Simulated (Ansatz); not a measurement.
# Sb (P-1) in Ansatz: convergence with smearing width

Aim: find how far smearing width must go before the results for Sb settle, at PBE. This setting moves, with any that are tied to it; all else stays.

Program: Ansatz 0.2.0. These are calculated values, not measurements. Logs are shortened: lines on timing, memory, paths and dates and some standing lists are left out, and cuts for length are marked.

## 1. The structure

The typed cell holds 1 atom: a = 3.459 Å, b = 3.554 Å, c = 3.342 Å, α = 58.62°, β = 55.56°, γ = 54.87°.

This isn't the form of Sb at room conditions, which is rhombohedral.

## 2. With smearing width 0.3 eV

input.yaml

```yaml
crystal:
  lattice:
    - [0.17336476, 2.38853375, 2.49586923]
    - [2.41730554, 0.06469255, 2.60454143]
    - [2.32045339, 2.4003538, 0.1615447]
  atoms:
    - { symbol: Sb, position: [0.0, 0.0, 0.0] }
hamiltonian:
  xc: pbe
  pseudopotentials: { kind: paw }
kpoints:
  mp_grid: { grid: [7, 7, 7] }
scf:
  occupations: { method: fermi_dirac, width: 0.3 }
output:
  forces: true
  stress: true
  eigenvalues: true
```

Potentials or basis: Ansatz PAW.

The run is started by

```bash
$ ansatz run input.yaml --threads 2 --pin off --max-ram 5632MiB --backend cpu --events-out ev --progress --plain --runs-dir out
```

It took 1.3 s on 2 threads of Arm Neoverse V2, shared host; peak memory 0.32 GiB.

Results:

| Quantity | Value |
| --- | --- |
| Free energy | -6484.2525 eV |
| Pressure | 3.4 GPa |
| Band gap on the k mesh | none (metal or under the smearing width) |

## 3. With smearing width 0.2 eV

Edit input.yaml of step 2 so:

```diff
@@ -13,3 +13,3 @@
 scf:
-  occupations: { method: fermi_dirac, width: 0.3 }
+  occupations: { method: fermi_dirac, width: 0.2 }
 output:
```

Potentials or basis: Ansatz PAW.

The run is started by

```bash
$ ansatz run input.yaml --threads 2 --pin off --max-ram 5632MiB --backend cpu --events-out ev --progress --plain --runs-dir out
```

It took 1.4 s on 2 threads of Arm Neoverse V2, shared host; peak memory 0.32 GiB.

What came out:

| Quantity | Value |
| --- | --- |
| Free energy | -6484.1924 eV |
| Pressure | 3.0 GPa |
| Band gap on the k mesh | none (metal or under the smearing width) |

## 4. With smearing width 0.15 eV

Edit input.yaml of step 3 so:

```diff
@@ -13,3 +13,3 @@
 scf:
-  occupations: { method: fermi_dirac, width: 0.2 }
+  occupations: { method: fermi_dirac, width: 0.15 }
 output:
```

The run is started by

```bash
$ ansatz run input.yaml --threads 2 --pin off --max-ram 5632MiB --backend cpu --events-out ev --progress --plain --runs-dir out
```

It took 1.3 s on 2 threads of Arm Neoverse V2, shared host; peak memory 0.32 GiB.

What came out:

```yaml
Free_energy: -6484.1704 eV
Pressure: 2.8 GPa
Band_gap_on_the_k_mesh: none (metal or under the smearing width)
```

## 5. With smearing width 0.1 eV

Edit input.yaml of step 4 so:

```diff
@@ -13,3 +13,3 @@
 scf:
-  occupations: { method: fermi_dirac, width: 0.15 }
+  occupations: { method: fermi_dirac, width: 0.1 }
 output:
```

The run is started by

```bash
$ ansatz run input.yaml --threads 2 --pin off --max-ram 5632MiB --backend cpu --events-out ev --progress --plain --runs-dir out
```

It took 1.3 s on 2 threads of Arm Neoverse V2, shared host; peak memory 0.32 GiB.

What came out:

| Property | Result |
| --- | --- |
| Free energy | -6484.1542 eV |
| Pressure | 2.7 GPa |
| Band gap on the k mesh | none (metal or under the smearing width) |

## 6. With smearing width 0.05 eV

Edit input.yaml of step 5 so:

```diff
@@ -13,3 +13,3 @@
 scf:
-  occupations: { method: fermi_dirac, width: 0.1 }
+  occupations: { method: fermi_dirac, width: 0.05 }
 output:
```

Potentials or basis: Ansatz PAW.

The run is started by

```bash
$ ansatz run input.yaml --threads 2 --pin off --max-ram 5632MiB --backend cpu --events-out ev --progress --plain --runs-dir out
```

Run time: 1.3 s. Hardware: 2 threads of Arm Neoverse V2, shared host; peak memory 0.32 GiB.

The run converged. Its results:

* Free energy: -6484.1440 eV
* Pressure: 2.6 GPa
* Band gap on the k mesh: none (metal or under the smearing width)

## 7. With smearing width 0.025 eV

Edit input.yaml of step 6 so:

```diff
@@ -13,3 +13,3 @@
 scf:
-  occupations: { method: fermi_dirac, width: 0.05 }
+  occupations: { method: fermi_dirac, width: 0.025 }
 output:
```

The run is started by

```bash
$ ansatz run input.yaml --threads 2 --pin off --max-ram 5632MiB --backend cpu --events-out ev --progress --plain --runs-dir out
```

Wall time 1.3 s (2 threads of Arm Neoverse V2, shared host); peak memory 0.32 GiB.

The run converged. Its results:

```yaml
Free_energy: -6484.1413 eV
Pressure: 2.6 GPa
Band_gap_on_the_k_mesh: none (metal or under the smearing width)
```

## 8. With smearing width 0.01 eV

Edit input.yaml of step 7 so:

```diff
@@ -13,3 +13,3 @@
 scf:
-  occupations: { method: fermi_dirac, width: 0.025 }
+  occupations: { method: fermi_dirac, width: 0.01 }
 output:
```

The run is started by

```bash
$ ansatz run input.yaml --threads 2 --pin off --max-ram 5632MiB --backend cpu --events-out ev --progress --plain --runs-dir out
```

It took 1.3 s on 2 threads of Arm Neoverse V2, shared host; peak memory 0.32 GiB.

The run converged. Its results:

```yaml
Free_energy: -6484.1405 eV
Pressure: 2.6 GPa
Band_gap_on_the_k_mesh: none (metal or under the smearing width)
```

## 9. With smearing width 0.005 eV

Edit input.yaml of step 8 so:

```diff
@@ -13,3 +13,3 @@
 scf:
-  occupations: { method: fermi_dirac, width: 0.01 }
+  occupations: { method: fermi_dirac, width: 0.005 }
 output:
```

Potentials or basis: Ansatz PAW.

The run is started by

```bash
$ ansatz run input.yaml --threads 2 --pin off --max-ram 5632MiB --backend cpu --events-out ev --progress --plain --runs-dir out
```

What it wrote:

```text
Warning: RAYON_NUM_THREADS=2 ignored (pool sized by the plan → 2); use --threads N
Engine: ansatz 0.2.0, aarch64-unknown-linux-gnu
Pseudopotentials: kind: paw
Pseudopotential: Sb, paw, valence charge 15, recommended cutoff 420 eV (normal), Sb.paw.azcp
Functional definition: PBE
  parameter kappa = 0.804
  parameter beta = 0.06672455060314922
  exchange = pbe_x(kappa = kappa, mu = beta*pi^2/3)
  correlation = pbe_c(beta = beta)
Crystal: 1 atoms, lattice volume = 26.528 Å³
Basis set: ecut = 420 eV, 521 PW (Γ), exchange–correlation on 48×48×48 points (8 copies of the dense FFT grid, shifted against one another)
Bands: 12, of which v1, the nominal top of the filled ones, is band 8 counted from 1 (7 counted from 0)
Symmetry: 2 space group operations
Space group: P-1 (ITA 2), of the structure as read, at distance tolerance 3.0e-5 Å
k-points: 172 of 343
Non-local potential: Sb, projectors of the file, l = 0: 2, l = 1: 2, l = 2: 2, l = 3: 2
PAW form: soft (Blöchl's): semilocal exchange-correlation on the pseudo side does not see the compensation charge
PAW one-centre angular grid: Sb, 590 points (default); XC on 64 Gauss nodes
Initial density: superposition of atomic densities (neutral atoms: chi_scale 0, normalization atom), corrected by the library's trained network
Initial wavefunctions: pseudopotential atomic-orbital guess
Functional: x = pbe(κ = 0.804, μ = 0.2195149727645171), c = pbe(β = 0.06672455060314922)
SCF iter   1: F=—  HF=-6484.140942 eV  |F-HF|=—  |Δ(HF+E_count)|=         —  Δρ=1.23e-3  dr2=3.67e-4  ethr=1.77e-3  ⟨swp⟩=6.0  Hψ=12648  notcnv=0
preconditioner: auto → none  [metal: Δε(μ)=0.013 eV  Ē_g=12.649 eV  σ=0.005 eV  W_gap=0.49  n_scr=8 (ndim 8)  ℏωp=16.1 eV  f_vac=0.000  D(μ)=0.92/eV (n_scr^D=8)  sad-step TF]
SCF iter   2: F=—  HF=-6484.140354 eV  |F-HF|=—  |Δ(HF+E_count)|=   5.88e-4  Δρ=8.01e-4  dr2=2.06e-4  ethr=2.45e-6  ⟨swp⟩=2.2  Hψ=5451  notcnv=0  defer=86
SCF iter   3: F=—  HF=-6484.140346 eV  |F-HF|=—  |Δ(HF+E_count)|=   8.93e-6  Δρ=2.54e-4  dr2=1.05e-5  ethr=1.37e-6  ⟨swp⟩=3.0  Hψ=3935  notcnv=0  defer=86
SCF iter   4: F=—  HF=-6484.140346 eV  |F-HF|=—  |Δ(HF+E_count)|=   7.79e-7  Δρ=8.43e-5  dr2=1.62e-6  ethr=6.99e-8  ⟨swp⟩=2.7  Hψ=3384  notcnv=0  defer=86
SCF iter   5: F=—  HF=-6484.140345 eV  |F-HF|=—  |Δ(HF+E_count)|=   8.13e-7  Δρ=2.40e-5  dr2=1.68e-7  ethr=1.08e-8  ⟨swp⟩=2.0  Hψ=3241  notcnv=0  defer=86
SCF iter   6: F=-6484.140345 eV  HF=-6484.140345 eV  |F-HF|=3.77e-9  |Δ(HF+E_count)|=   1.15e-7  Δρ=3.36e-6  dr2=3.14e-9  ethr=6.67e-10  ⟨swp⟩=6.2  Hψ=7814  notcnv=0
SCF 1 converged in 6 iterations: F = -6484.140345 eV  dr2 = 3.14e-9
SCF converged after 6 iterations
Free energy (F): -6484.140345 eV
Harris-Foulkes:  -6484.140345 eV  (|F-HF|=3.77e-9)
Internal energy: -6484.140261 eV  (E = F + TS)
E sigma→0 (E₀):  -6484.140303 eV
Entropy (-TS):   -0.000085 eV (-0.085 meV/atom)
Fermi energy:    11.866994 eV
--- Per-component energies (eV) ---
  E_band       = -141.154025
  E_kinetic    = 206.926256
  E_local      = -1426.002005  (includes V_loc(G=0)·N_el)
  E_nonlocal   = 361.552085
  E_hartree    = 652.899133
  E_xc         = -138.705064
  E_vxc        = -96.578720  (∫ρ·V_xc dr)
  E_paw        = -4574.485035  (= ΣΔE_a)
  E_vpaw       = -492.847380  (= ΣTr[D̂ρ^β])
  E_aug_tail   = -0.000002  (compensation charges beyond the density's cutoff)
  E_ewald      = -1566.325629
  E_smearing   = -0.000085  (= −TS)
  E_closure    = 0.000000  (closes the sum)
  Σ components = -6484.140345   (vs F -6484.140345, Δ=0.00e0)
--- Forces (eV/Å), atoms counted from 1 ---
  atom   1  Sb     0.00000000     0.00000000     0.00000000
  max |Σ_I F_I| component: 0.00e0 eV/Å
--- Stress (GPa, compression-positive) ---
        1.104547      -2.125014      -0.659753
       -2.125014       3.430990      -0.477100
       -0.659753      -0.477100       3.363947
  P = ⅓ Tr σ = 2.6332 GPa (26.332 kbar)
--- Band table (eV; the first three rows and the last of 172) ---
  k-point 0: bands = ["-17.4534", "-17.4405", "-17.4065", "-17.3833", "-17.3632", "-1.1619", "15.9971", "17.2502", "18.5031", "20.7275", "22.0785", "22.6535"]
  k-point 1: bands = ["-17.4427", "-17.4258", "-17.4022", "-17.3852", "-17.3673", "-0.7171", "14.9749", "15.6749", "17.0768", "20.7388", "21.8144", "23.1871"]
  k-point 2: bands = ["-17.4406", "-17.4107", "-17.3802", "-17.3701", "-17.3682", "0.6008", "10.6303", "14.7209", "16.3456", "19.6217", "21.2970", "23.0822"]
  k-point 171: bands = ["-17.4361", "-17.4101", "-17.3878", "-17.3480", "-17.3288", "3.4160", "6.7197", "12.9163", "14.1386", "18.6177", "20.8830", "22.9026"]
```

Run time: 1.3 s. Hardware: 2 threads of Arm Neoverse V2, shared host; peak memory 0.32 GiB.

What came out:

- Free energy: -6484.1403 eV
- Pressure: 2.6 GPa
- Band gap on the k mesh: none (metal or under the smearing width)

## 10. Summary

| smearing width | energy less the tightest run, at zero smearing (meV/atom) | pressure (GPa) | SCF cycles | CPU time (s) | peak memory (GiB) |
| --- | --- | --- | --- | --- | --- |
| 0.3 eV | -6.59 | 3.35 | 6 | 2.5 | 0.32 |
| 0.2 eV | -2.62 | 2.97 | 6 | 2.6 | 0.32 |
| 0.15 eV | -1.32 | 2.80 | 6 | 2.5 | 0.32 |
| 0.1 eV | -0.66 | 2.68 | 6 | 2.4 | 0.32 |
| 0.05 eV | -0.16 | 2.61 | 6 | 2.4 | 0.32 |
| 0.025 eV | 0.00 | 2.61 | 6 | 2.4 | 0.32 |
| 0.01 eV | -0.01 | 2.63 | 6 | 2.4 | 0.32 |
| 0.005 eV | 0.00 | 2.63 | 6 | 2.4 | 0.32 |

Against the tightest run, the energy stays within 1 meV/atom from 0.1 eV on; the pressure stays within 0.1 GPa from 0.1 eV on. Narrower smearing needs a denser k mesh, so at a fixed mesh the narrowest width isn't the most accurate. The tightest run that finished is the yardstick and may itself not be fully converged.
